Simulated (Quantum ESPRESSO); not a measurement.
# BN (P6_3/mmc) in Quantum ESPRESSO: convergence with k mesh

Aim: find how far k mesh must go before the results for BN settle, at PBE. This setting moves, with any that are tied to it; all else stays.

All numbers are computed with Quantum ESPRESSO 7.5; they aren't measurements. Logs are shortened: lines on timing, memory, paths and dates and some standing lists are left out, and cuts for length are marked.

## 1. The crystal as given

Symmetry: P6_3/mmc, No. 194, hexagonal system. Conventional cell: a = 2.498 Å, b = 2.498 Å, c = 6.636 Å, α = 90.00°, β = 90.00°, γ = 120.00°. N (site symmetry -6m2) has 3 B at 1.44 Å as nearest neighbours. B (site symmetry -6m2) has 3 N at 1.44 Å as nearest neighbours.

## 2. With k mesh 2 × 2 × 1

pw.in

```
&CONTROL
  calculation = 'scf'
  prefix = 'pwscf'
  outdir = './tmp'
  pseudo_dir = './pseudo'
  tprnfor = .true.
  tstress = .true.
  disk_io = 'nowf'
/
&SYSTEM
  ibrav = 0
  nat = 4
  ntyp = 2
  ecutwfc = 84
  nbnd = 14
  occupations = 'smearing'
  smearing = 'gaussian'
  degauss = 0.00367493
/
&ELECTRONS
  conv_thr = 8d-10
  electron_maxstep = 120
  mixing_beta = 0.5
/
ATOMIC_SPECIES
N     14.0070 N.upf
B     10.8100 B.upf
CELL_PARAMETERS angstrom
   2.4982400000    0.0000000000    0.0000000000
  -1.2491200000    2.1635393048    0.0000000000
   0.0000000000    0.0000000000    6.6357000000
ATOMIC_POSITIONS crystal
N      0.6666666667    0.3333333333    0.2500000000
N      0.3333333333    0.6666666667    0.7500000000
B      0.6666666667    0.3333333333    0.7500000000
B      0.3333333333    0.6666666667    0.2500000000
K_POINTS automatic
2 2 1 0 0 0
```

Potentials or basis: PseudoDojo 0.4 SR PBE stringent.

The run is started by

```
$ OMP_NUM_THREADS=1 pw.x -in pw.in > pw.out
```

pw.out:

```text
This program is part of the open-source Quantum ESPRESSO suite
     for quantum simulation of materials; please cite
         "P. Giannozzi et al., J. Phys.:Condens. Matter 21 395502 (2009);
         "P. Giannozzi et al., J. Phys.:Condens. Matter 29 465901 (2017);
         "P. Giannozzi et al., J. Chem. Phys. 152 154105 (2020);
     in publications or presentations arising from this work. More details at

     Message from routine setup:
     using ibrav=0 with symmetry is DISCOURAGED, use correct ibrav instead

     G-vector sticks info
     --------------------
     sticks:   dense  smooth     PW     G-vecs:    dense   smooth      PW
     Sum         511     511    151                25183    25183    4029

     Using Slab Decomposition

     bravais-lattice index     =            0
     lattice parameter (alat)  =       4.7210  a.u.
     unit-cell volume          =     242.0373 (a.u.)^3
     number of atoms/cell      =            4
     number of atomic types    =            2
     number of electrons       =        16.00
     number of Kohn-Sham states=           14
     kinetic-energy cutoff     =      84.0000  Ry
     charge density cutoff     =     336.0000  Ry
     scf convergence threshold =      8.0E-10
     mixing beta               =       0.5000
     number of iterations used =            8  plain     mixing
     Exchange-correlation= PBE
                           (   1   4   3   4   0   0   0)

     celldm(1)=   4.720989  celldm(2)=   0.000000  celldm(3)=   0.000000
     celldm(4)=   0.000000  celldm(5)=   0.000000  celldm(6)=   0.000000

     crystal axes: (cart. coord. in units of alat)
               a(1) = (   1.000000   0.000000   0.000000 )
               a(2) = (  -0.500000   0.866025   0.000000 )
               a(3) = (   0.000000   0.000000   2.656150 )

     reciprocal axes: (cart. coord. in units 2 pi/alat)
               b(1) = (  1.000000  0.577350 -0.000000 )
               b(2) = (  0.000000  1.154701  0.000000 )
               b(3) = (  0.000000 -0.000000  0.376485 )

     PseudoPot. # 1 for N  read from file:
     N.upf
     Pseudo is Norm-conserving + core correction, Zval =  5.0
     Generated using ONCVPSP code by D. R. Hamann
     Using radial grid of 1058 points,  4 beta functions with:
                l(1) =   0
                l(2) =   0
                l(3) =   1
                l(4) =   1

     PseudoPot. # 2 for B  read from file:
     B.upf
     Pseudo is Norm-conserving + core correction, Zval =  3.0
     Generated using ONCVPSP code by D. R. Hamann
     Using radial grid of 1534 points,  4 beta functions with:
                l(1) =   0
                l(2) =   0
                l(3) =   1
                l(4) =   1

     atomic species   valence    mass     pseudopotential
     N                 5.00    14.00700     N ( 1.00)
     B                 3.00    10.81000     B ( 1.00)

     24 Sym. Ops., with inversion, found (12 have fractional translation)

   Cartesian axes

     site n.     atom                  positions (alat units)
         1        N      tau(   1) = (   0.5000000   0.2886751   0.6640375  )
         2        N      tau(   2) = (  -0.0000000   0.5773503   1.9921124  )
         3        B      tau(   3) = (   0.5000000   0.2886751   1.9921124  )
         4        B      tau(   4) = (  -0.0000000   0.5773503   0.6640375  )

     number of k points=     2  Gaussian smearing, width (Ry)=  0.0037
                       cart. coord. in units 2pi/alat
        k(    1) = (   0.0000000   0.0000000   0.0000000), wk =   0.5000000
        k(    2) = (   0.0000000  -0.5773503   0.0000000), wk =   1.5000000

     Dense  grid:    25183 G-vectors     FFT dimensions: (  27,  27,  80)

     Initial potential from superposition of free atoms

     starting charge      15.9995, renormalised to      16.0000
     Starting wfcs are   16 randomized atomic wfcs

     Self-consistent Calculation

     iteration #  1     ecut=    84.00 Ry     beta= 0.50
     Davidson diagonalization with overlap
     ethr =  1.00E-02,  avg # of iterations =  6.5

     total energy              =     -53.20407167 Ry
     estimated scf accuracy    <       0.95012224 Ry

     iteration #  2     ecut=    84.00 Ry     beta= 0.50
     Davidson diagonalization with overlap
     ethr =  5.94E-03,  avg # of iterations =  2.0

     total energy              =     -53.39577634 Ry
     estimated scf accuracy    <       0.07426594 Ry

     iteration #  3     ecut=    84.00 Ry     beta= 0.50
     Davidson diagonalization with overlap
     ethr =  4.64E-04,  avg # of iterations =  2.0

     total energy              =     -53.40144925 Ry
     estimated scf accuracy    <       0.01147835 Ry

     iteration #  4     ecut=    84.00 Ry     beta= 0.50
     Davidson diagonalization with overlap
     ethr =  7.17E-05,  avg # of iterations =  5.5

     total energy              =     -53.40255546 Ry
     estimated scf accuracy    <       0.00128422 Ry

     iteration #  5     ecut=    84.00 Ry     beta= 0.50
     Davidson diagonalization with overlap
     ethr =  8.03E-06,  avg # of iterations =  7.0

     total energy              =     -53.40286070 Ry
     estimated scf accuracy    <       0.00022864 Ry

     iteration #  6     ecut=    84.00 Ry     beta= 0.50
     Davidson diagonalization with overlap
     ethr =  1.43E-06,  avg # of iterations =  2.0

     total energy              =     -53.40289193 Ry
     estimated scf accuracy    <       0.00000379 Ry

     iteration #  7     ecut=    84.00 Ry     beta= 0.50
     Davidson diagonalization with overlap
     ethr =  2.37E-08,  avg # of iterations =  4.0

     total energy              =     -53.40289458 Ry
     estimated scf accuracy    <       0.00000081 Ry

     iteration #  8     ecut=    84.00 Ry     beta= 0.50
     Davidson diagonalization with overlap
     ethr =  5.08E-09,  avg # of iterations =  2.0

     total energy              =     -53.40289469 Ry
     estimated scf accuracy    <       0.00000002 Ry

     iteration #  9     ecut=    84.00 Ry     beta= 0.50
     Davidson diagonalization with overlap
     ethr =  1.36E-10,  avg # of iterations =  3.5

     total energy              =     -53.40289469 Ry
     estimated scf accuracy    <          2.2E-09 Ry

     iteration # 10     ecut=    84.00 Ry     beta= 0.50
     Davidson diagonalization with overlap
     ethr =  1.35E-11,  avg # of iterations =  2.5

     End of self-consistent calculation

          k = 0.0000 0.0000 0.0000 (  3097 PWs)   bands (ev):

   -12.7140 -12.4057  -1.2613   0.9391   3.8648   3.8648   3.9036   3.9036
    10.1961  15.4816  16.6536  16.6536  16.7817  16.7817

          k = 0.0000-0.5774 0.0000 (  3138 PWs)   bands (ev):

    -9.4221  -9.3479  -3.8777  -3.8144   0.9646   1.0320   3.6488   4.7413
     9.1820  10.6447  14.6274  15.0911  17.7072  18.6989

     the Fermi energy is     7.0440 ev

!    total energy              =     -53.40289470 Ry
     estimated scf accuracy    <          2.0E-10 Ry
     smearing contrib. (-TS)   =      -0.00000000 Ry
     internal energy E=F+TS    =     -53.40289470 Ry

     The total energy is F=E-TS. E is the sum of the following terms:
     one-electron contribution =     -16.02123654 Ry
     hartree contribution      =      16.85014367 Ry
     xc contribution           =     -17.48753567 Ry
     ewald contribution        =     -36.74426616 Ry

     convergence has been achieved in  10 iterations

     Forces acting on atoms (cartesian axes, Ry/au):

     atom    1 type  1   force =     0.00000000    0.00000000    0.00000000
     atom    2 type  1   force =    -0.00000000    0.00000000   -0.00000000
     atom    3 type  2   force =     0.00000000   -0.00000000    0.00000000
     atom    4 type  2   force =    -0.00000000   -0.00000000    0.00000000

     Total force =     0.000000     Total SCF correction =     0.000000

     Computing stress (Cartesian axis) and pressure

          total   stress  (Ry/bohr**3)                   (kbar)     P=      139.37
   0.00137986   0.00000000   0.00000000          202.98        0.00        0.00
   0.00000000   0.00137986   0.00000000            0.00      202.98        0.00
   0.00000000   0.00000000   0.00008253            0.00        0.00       12.14

=------------------------------------------------------------------------------=
   JOB DONE.
=------------------------------------------------------------------------------=
```

Wall time 2 s (1 thread of Arm Neoverse V1, shared host); peak memory 0.05 GiB.

Results:

| Item | Value |
| --- | --- |
| Free energy | -726.5834 eV |
| Pressure | 13.9 GPa |
| Band gap on the k mesh | 4.44 eV, direct |

## 3. With k mesh 4 × 4 × 1

pw.in, as its differences from that of step 2:

```diff
@@ -37,2 +37,2 @@
 K_POINTS automatic
-2 2 1 0 0 0
+4 4 1 0 0 0
```

Potentials or basis: PseudoDojo 0.4 SR PBE stringent.

The run is started by

```
$ OMP_NUM_THREADS=1 pw.x -in pw.in > pw.out
```

It took 3.3 s on 1 thread of Arm Neoverse V1, shared host; peak memory 0.05 GiB.

What came out:

```yaml
Free_energy: -729.5381 eV
Pressure: 5.5 GPa
Band_gap_on_the_k_mesh: 4.73 eV, direct
```

## 4. With k mesh 5 × 5 × 2

pw.in, as its differences from that of step 3:

```diff
@@ -37,2 +37,2 @@
 K_POINTS automatic
-4 4 1 0 0 0
+5 5 2 0 0 0
```

The run is started by

```
$ OMP_NUM_THREADS=1 pw.x -in pw.in > pw.out
```

Run time: 7.2 s. Hardware: 1 thread of Arm Neoverse V1, shared host; peak memory 0.05 GiB.

Results:

- Free energy: -729.6581 eV
- Pressure: 4.8 GPa
- Band gap on the k mesh: 4.71 eV, direct

## 5. With k mesh 7 × 7 × 2

pw.in, as its differences from that of step 4:

```diff
@@ -37,2 +37,2 @@
 K_POINTS automatic
-5 5 2 0 0 0
+7 7 2 0 0 0
```

The run is started by

```
$ OMP_NUM_THREADS=1 pw.x -in pw.in > pw.out
```

Wall time 11 s (1 thread of Arm Neoverse V1, shared host); peak memory 0.06 GiB.

Results:

- Free energy: -729.6711 eV
- Pressure: 4.7 GPa
- Band gap on the k mesh: 4.52 eV, indirect (least direct gap 4.73 eV)

## 6. With k mesh 9 × 9 × 3

pw.in, as its differences from that of step 5:

```diff
@@ -37,2 +37,2 @@
 K_POINTS automatic
-7 7 2 0 0 0
+9 9 3 0 0 0
```

Potentials or basis: PseudoDojo 0.4 SR PBE stringent.

The run is started by

```
$ OMP_NUM_THREADS=1 pw.x -in pw.in > pw.out
```

It took 16 s on 1 thread of Arm Neoverse V1, shared host; peak memory 0.06 GiB.

Results (log left out):

```
Free energy            : -729.6723 eV
Pressure               : 4.7 GPa
Band gap on the k mesh : 4.46 eV, indirect (least direct gap 4.74 eV)
```

## 7. With k mesh 11 × 11 × 4

pw.in, as its differences from that of step 6:

```diff
@@ -37,2 +37,2 @@
 K_POINTS automatic
-9 9 3 0 0 0
+11 11 4 0 0 0
```

The run is started by

```
$ OMP_NUM_THREADS=1 pw.x -in pw.in > pw.out
```

Run time: 32 s. Hardware: 1 thread of Arm Neoverse V1, shared host; peak memory 0.08 GiB.

The run converged. Its results:

```yaml
Free_energy: -729.6723 eV
Pressure: 4.7 GPa
Band_gap_on_the_k_mesh: 4.37 eV, indirect (least direct gap 4.71 eV)
```

## 8. With k mesh 12 × 12 × 4

pw.in, as its differences from that of step 7:

```diff
@@ -37,2 +37,2 @@
 K_POINTS automatic
-11 11 4 0 0 0
+12 12 4 0 0 0
```

The run is started by

```
$ OMP_NUM_THREADS=1 pw.x -in pw.in > pw.out
```

It took 38 s on 1 thread of Arm Neoverse V1, shared host; peak memory 0.08 GiB.

Results (log left out):

* Free energy: -729.6723 eV
* Pressure: 4.7 GPa
* Band gap on the k mesh: 4.32 eV, indirect (least direct gap 4.69 eV)

## 9. With k mesh 14 × 14 × 5

pw.in, as its differences from that of step 8:

```diff
@@ -37,2 +37,2 @@
 K_POINTS automatic
-12 12 4 0 0 0
+14 14 5 0 0 0
```

Potentials or basis: PseudoDojo 0.4 SR PBE stringent.

The run is started by

```
$ OMP_NUM_THREADS=1 pw.x -in pw.in > pw.out
```

Run time: 48 s. Hardware: 1 thread of Arm Neoverse V1, shared host; peak memory 0.09 GiB.

The run converged. Its results:

```
Free energy            : -729.6723 eV
Pressure               : 4.7 GPa
Band gap on the k mesh : 4.29 eV, indirect (least direct gap 4.72 eV)
```

## 10. With k mesh 17 × 17 × 6

pw.in, as its differences from that of step 9:

```diff
@@ -37,2 +37,2 @@
 K_POINTS automatic
-14 14 5 0 0 0
+17 17 6 0 0 0
```

The run is started by

```
$ OMP_NUM_THREADS=1 pw.x -in pw.in > pw.out
```

It took 88 s on 1 thread of Arm Neoverse V1, shared host; peak memory 0.13 GiB.

The run converged. Its results:

| Quantity | Value |
| --- | --- |
| Free energy | -729.6723 eV |
| Pressure | 4.7 GPa |
| Band gap on the k mesh | 4.33 eV, indirect (least direct gap 4.70 eV) |

## 11. Summary

```
     k mesh  energy less the tightest run, at zero smearing (meV/atom)  pressure (GPa)  gap on the mesh (eV)  SCF cycles  CPU time (s)  peak memory (GiB)
  2 × 2 × 1                                                     772.24           13.94                 4.441          10             2               0.05
  4 × 4 × 1                                                      33.55            5.50                 4.729          10           3.3               0.05
  5 × 5 × 2                                                       3.56            4.77                 4.710          10           7.2               0.05
  7 × 7 × 2                                                       0.32            4.73                 4.525          10            11               0.06
  9 × 9 × 3                                                       0.01            4.72                 4.458          10            16               0.06
11 × 11 × 4                                                       0.00            4.72                 4.371          10            32               0.08
12 × 12 × 4                                                       0.00            4.72                 4.320          10            38               0.08
14 × 14 × 5                                                       0.00            4.72                 4.293          10            48               0.09
17 × 17 × 6                                                       0.00            4.72                 4.330          10            88               0.13
```

Against the tightest run, the energy stays within 1 meV/atom from 7 × 7 × 2 on; the pressure stays within 0.1 GPa from 5 × 5 × 2 on. Not settled before the last step: the gap on the mesh (to 0.01 eV). Meshes of other sizes hit other points, so gaps and Fermi surfaces needn't settle smoothly. The tightest run that finished is the yardstick and may itself not be fully converged.

Caveats: an odd mesh through Γ misses points on the zone boundary, where band edges often lie; this functional lacks dispersion, which binds the layers, so the pressure and a relaxed spacing across them are unreliable.
